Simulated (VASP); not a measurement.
Input of a VASP 6.6.1 run:

Contents of INCAR:

```
SYSTEM = BaTiO3
ALGO = Normal ; EDIFF = 1E-6
ENCUT = 520 ; ISIF = 2
ISMEAR = 0 ; LASPH = .True.
LCHARG = .False. ; LMAXMIX = 4
LMIXTAU = .True. ; LREAL = .False.
LWAVE = .False. ; METAGGA = R2SCAN
NBANDS = 28 ; NELM = 80
PREC = Accurate ; SIGMA = 0.03
```

File KPOINTS:

```
k-points
0
Gamma
  8 8 8
  0 0 0
```

The input POSCAR:

```
BaTiO3                                  
1.0
    4.0319540224      0.0000000000      0.0000000000
    0.0000000000      4.0319540224      0.0000000000
    0.0000000000      0.0000000000      4.0319540224
  Ba              Ti              O             
     1     1     3
Direct
     0.5000000000000000    0.5000000000000000    0.5000000000000000
     0.0000000000000000    0.0000000000000000    0.0000000000000000
     0.5000000000000000    0.0000000000000000    0.0000000000000000
     0.0000000000000000    0.5000000000000000    0.0000000000000000
     0.0000000000000000    0.0000000000000000    0.5000000000000000
```

KPOINTS_OPT

```
explicit points
64
Reciprocal
 0.0000000000  0.0000000000  0.0000000000 1
 0.0000000000  0.0555555556  0.0000000000 1
 0.0000000000  0.1111111111  0.0000000000 1
 0.0000000000  0.1666666667  0.0000000000 1
 0.0000000000  0.2222222222  0.0000000000 1
 0.0000000000  0.2777777778  0.0000000000 1
 0.0000000000  0.3333333333  0.0000000000 1
 0.0000000000  0.3888888889  0.0000000000 1
 0.0000000000  0.4444444444  0.0000000000 1
 0.0000000000  0.5000000000  0.0000000000 1
 0.0000000000  0.5000000000  0.0000000000 1
 0.0555555556  0.5000000000  0.0000000000 1
 0.1111111111  0.5000000000  0.0000000000 1
 0.1666666667  0.5000000000  0.0000000000 1
 0.2222222222  0.5000000000  0.0000000000 1
 0.2777777778  0.5000000000  0.0000000000 1
 0.3333333333  0.5000000000  0.0000000000 1
 0.3888888889  0.5000000000  0.0000000000 1
 0.4444444444  0.5000000000  0.0000000000 1
 0.5000000000  0.5000000000  0.0000000000 1
 0.5000000000  0.5000000000  0.0000000000 1
 0.4444444444  0.4444444444  0.0000000000 1
 0.3888888889  0.3888888889  0.0000000000 1
 0.3333333333  0.3333333333  0.0000000000 1
 0.2777777778  0.2777777778  0.0000000000 1
 0.2222222222  0.2222222222  0.0000000000 1
 0.1666666667  0.1666666667  0.0000000000 1
 0.1111111111  0.1111111111  0.0000000000 1
 0.0555555556  0.0555555556  0.0000000000 1
 0.0000000000  0.0000000000  0.0000000000 1
 0.0000000000  0.0000000000  0.0000000000 1
 0.0555555556  0.0555555556  0.0555555556 1
 0.1111111111  0.1111111111  0.1111111111 1
 0.1666666667  0.1666666667  0.1666666667 1
 0.2222222222  0.2222222222  0.2222222222 1
 0.2777777778  0.2777777778  0.2777777778 1
 0.3333333333  0.3333333333  0.3333333333 1
 0.3888888889  0.3888888889  0.3888888889 1
 0.4444444444  0.4444444444  0.4444444444 1
 0.5000000000  0.5000000000  0.5000000000 1
 0.5000000000  0.5000000000  0.5000000000 1
 0.4444444444  0.5000000000  0.4444444444 1
 0.3888888889  0.5000000000  0.3888888889 1
 0.3333333333  0.5000000000  0.3333333333 1
 0.2777777778  0.5000000000  0.2777777778 1
 0.2222222222  0.5000000000  0.2222222222 1
 0.1666666667  0.5000000000  0.1666666667 1
 0.1111111111  0.5000000000  0.1111111111 1
 0.0555555556  0.5000000000  0.0555555556 1
 0.0000000000  0.5000000000  0.0000000000 1
 0.5000000000  0.5000000000  0.0000000000 1
 0.5000000000  0.5000000000  0.0555555556 1
 0.5000000000  0.5000000000  0.1111111111 1
 0.5000000000  0.5000000000  0.1666666667 1
 0.5000000000  0.5000000000  0.2222222222 1
 0.5000000000  0.5000000000  0.2777777778 1
 0.5000000000  0.5000000000  0.3333333333 1
 0.5000000000  0.5000000000  0.3888888889 1
 0.5000000000  0.5000000000  0.4444444444 1
 0.5000000000  0.5000000000  0.5000000000 1
 0.0000000000  0.0000000000  0.0000000000 1
 0.5000000000  0.5000000000  0.0000000000 1
 0.5000000000  0.5000000000  0.5000000000 1
 0.0000000000  0.5000000000  0.0000000000 1
```

Potentials or basis: VASP PAW PBE potentials, release 64 (Ba_sv, Ti_sv, O).

Run with:

```bash
$ cat potpaw_PBE.64/Ba_sv/POTCAR potpaw_PBE.64/Ti_sv/POTCAR potpaw_PBE.64/O/POTCAR > POTCAR
$ mpirun -np 1 vasp_std > vasp.out
```

Predict the pressure.

-3.0 GPa.

Predict the band gap along the path.

2.08 eV, indirect (least direct gap 2.26 eV).

Levels at the corners of the path, in eV from the valence-band top:
```
point  band 17  band 18  band 19  band 20  band 21  band 22  band 23  band 24
    Γ    -1.09    -0.18    -0.18    -0.18     2.08     2.08     2.08     4.01
    X    -1.80    -1.80    -0.75    -0.75     2.22     3.73     3.73     4.02
    X    -1.80    -1.80    -0.75    -0.75     2.22     3.73     3.73     4.02
    M    -1.79    -0.90    -0.90    -0.09     3.74     3.74     4.17     4.90
    M    -1.79    -0.90    -0.90    -0.09     3.74     3.74     4.17     4.90
    Γ    -1.09    -0.18    -0.18    -0.18     2.08     2.08     2.08     4.01
    Γ    -1.09    -0.18    -0.18    -0.18     2.08     2.08     2.08     4.01
    R    -2.43     0.00     0.00     0.00     4.40     4.40     4.40     7.31
    R    -2.43     0.00     0.00     0.00     4.40     4.40     4.40     7.31
    X    -1.80    -1.80    -0.75    -0.75     2.22     3.73     3.73     4.02
    M    -1.79    -0.90    -0.90    -0.09     3.74     3.74     4.17     4.90
    R    -2.43     0.00     0.00     0.00     4.40     4.40     4.40     7.31
```

Caveat: the PAW data sets were made with another functional, which shifts forces and pressure a little; spin-orbit coupling is left out, which moves the levels of the heavy elements. r2SCAN opens gaps a little over a GGA but as a rule still falls short of measured ones.
